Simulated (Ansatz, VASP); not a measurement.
**W4C5 in VASP and in Ansatz**

```
CELL_PARAMETERS angstrom
2.89841 0.00000 0.00000
-1.44921 2.51010 0.00000
0.00000 0.00000 26.31045
ATOMIC_POSITIONS crystal
C 0.66667 0.33333 0.28506
C 0.66667 0.33333 0.39253
C 0.66667 0.33333 0.50000
C 0.66667 0.33333 0.60747
C 0.66667 0.33333 0.71494
W 0.00000 0.00000 0.33879
W 0.00000 0.00000 0.44626
W 0.00000 0.00000 0.55374
W 0.00000 0.00000 0.66121
```

Alike in both runs: task single point; functional PBEsol; k mesh 12 × 12 × 1; occupations gaussian, width 0.1 eV; no spin polarisation.

|  | VASP | Ansatz |
| --- | --- | --- |
| version | VASP 6.6.1 | Ansatz 0.2.0 |
| potentials or method | VASP PAW PBE potentials, release 64 (C, W_sv) | scalar-relativistic, plane waves, PAW |
| plane-wave cutoff (eV) | 520 | 420 |
| valence electrons in the cell | 76 | 76 |

|  | VASP | Ansatz | Ansatz less VASP |
| --- | --- | --- | --- |
| gap on the k mesh at the Fermi level (eV) | none | none | - |
| rms of the force components (eV/Å) | 1.988 | 1.994 | +0.0057 |

A gap of «none» marks a metal or a gap that the smearing closes.

Caveats: the PAW data sets were made with another functional, which shifts forces and pressure a little (VASP). The runs have no spin-orbit coupling, so splittings on W are missing.
